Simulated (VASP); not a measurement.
A run of VASP 6.6.1 is set up as follows.

INCAR

```
SYSTEM = Si2Mo
  PREC = Accurate
  ENCUT = 450
  EDIFF = 1E-7
  ISMEAR = 0
  SIGMA = 0.02
  LREAL = .FALSE.
  LASPH = .TRUE.
  NELM = 100
  ALGO = Normal
  ISIF = 2
  LWAVE = .FALSE.
  LCHARG = .FALSE.
  GGA = PE
```

File KPOINTS:

```
Automatic mesh
0
G
  6 6 6
  0 0 0
```

POSCAR

```
Si2Mo
1.0
   -1.6000000000      1.6000000000      3.9305000000
    1.6000000000     -1.6000000000      3.9305000000
    1.6000000000      1.6000000000     -3.9305000000
Mo Si
1 2
Direct
    0.0000000000      0.0000000000      0.0000000000
    0.6670000000      0.6670000000      0.0000000000
    0.3330000000      0.3330000000      0.0000000000
```

Potentials or basis: VASP PAW PBE potentials, release 64 (Mo_sv_GW, Si_GW).

Launch:

```sh
$ cat potpaw_PBE.64/Mo_sv_GW/POTCAR potpaw_PBE.64/Si_GW/POTCAR > POTCAR
$ mpirun -np 1 vasp_std > vasp.out
```

(1) Predict the band gap on the k mesh.

(2) Predict the largest force.

(3) Predict the pressure.

Answers

(1) none (metal or under the smearing width).

(2) 0.260 eV/Å.

(3) 1.7 GPa.

Caveat: the k mesh is coarse (spacing up to 0.46 Å⁻¹), so the values aren't converged.
